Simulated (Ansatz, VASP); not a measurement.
## Pd in VASP and in Ansatz

```xyz
1
Lattice="2.7047 0.0000 0.0000 0.0000 2.7047 0.0000 0.0000 0.0000 2.7047" Properties=species:S:1:pos:R:3 pbc="T T T"
Pd    0.0000    0.0000    0.0000
```

Alike in both runs: task single point; functional revPBE; k mesh 13 × 13 × 13; occupations fermi-dirac, width 0.1 eV; no spin polarisation.

|  | VASP | Ansatz |
| --- | --- | --- |
| version | VASP 6.6.1 | Ansatz 0.2.0 |
| potentials or method | VASP PAW PBE potentials, release 64 (Pd) | plane waves (420 eV) with PAW, scalar-relativistic |
| plane-wave cutoff (eV) | 520 | 420 |
| valence electrons in the cell | 10 | 18 |

|  | VASP | Ansatz | Ansatz less VASP |
| --- | --- | --- | --- |
| pressure (GPa) | -7.0 | -6.8 | +0.15 |

The functional is the same, so the differences come from potentials, cutoffs and numerics. The two sets of potentials don't hold the same shells in valence.

Caveats: the PAW data sets were made with another functional, which shifts forces and pressure a little (VASP).
